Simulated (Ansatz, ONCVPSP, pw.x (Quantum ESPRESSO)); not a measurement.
## hydrogen (H): does the ONCV potential hold in the solid?

ONCVPSP 4.0.1.1 (patched build) input, shortened (lines: element, Z, core and valence counts, functional; n l f; lmax; l rc ep ncon nbas qcut; lloc lpopt rc5 dvloc0; l nproj debl; icmod fcfact rcfact), PBE, scalar-relativistic:

```
  H 1.00    0    1        4      upf
    1    0    0.50
    1
    0    0.95    0.00    3    6    7.30
    1    1.00    0.31    3    8    7.00
    4    2    0.85    0.00
    0    1    0.40
    1    3    0.70
    0    0.00    0.00
```

Atomic tests: cutoffs needed: 18 Ha and 27 Ha (the cutoffs (Ha) at which the residual kinetic energy of the hardest occupied pseudo-wave falls to 1 and 0.1 mHa per electron); ghost test: no bound ghost flagged; GHOST(+) flagged for p at 112.0 eV.

Crystal test: bcc H in pw.x 7.5, no spin, 18³ k-points, Fermi–Dirac smearing 0.01 Ry, cutoffs 65/260 Ry. The reference is all-electron LAPW (Ansatz 0.2.0) with the same functional, mesh and smearing; V0 and B0 come from Birch–Murnaghan fits to the pressures at five volumes. Errors are pseudo minus all-electron; Δ is the rms difference of the E(V) curves that follow from these fits, minima aligned, over ±6 % about the mean V0. Mesh and smearing are coarse, so the numbers serve the comparison and aren't converged zero-temperature values; the lattice is a test structure that the element need not adopt.

All-electron: a0 = 1.811 Å (V0 = 2.97 Å³/atom), B0 = 107.8 GPa.

Task: How far does the potential miss the all-electron equation of state?

Result: mean pressure error (GPa): -0.20; a0 (Å): 1.809; a0 error (%): -0.06; B0 error (%): +0.3; Δ (meV/atom): 0.1.

| V (Å³/atom) | P all-electron (GPa) | P pseudo (GPa) |
| --- | --- | --- |
| 2.881 | 3.34 | 3.12 |
| 2.957 | 0.38 | 0.18 |
| 3.033 | -2.27 | -2.46 |
| 3.109 | -4.64 | -4.83 |
| 3.185 | -6.78 | -6.96 |

Task: At the middle volume, how do free energy and pressure move when the wave cutoff is lowered (ecutrho kept at four times it)?

Result:

```tsv
cutoff (Ry)	shift of F (meV/atom)	shift of P (GPa)
29	+54.8	-6.33
39	+14.9	-2.78
52	+1.5	-0.56
```

The run at the middle volume (195 k-points, 4 iterations) took about 2.2 s on one core of a shared host (Neoverse-N1, 64 threads, 124 GiB, load 51).
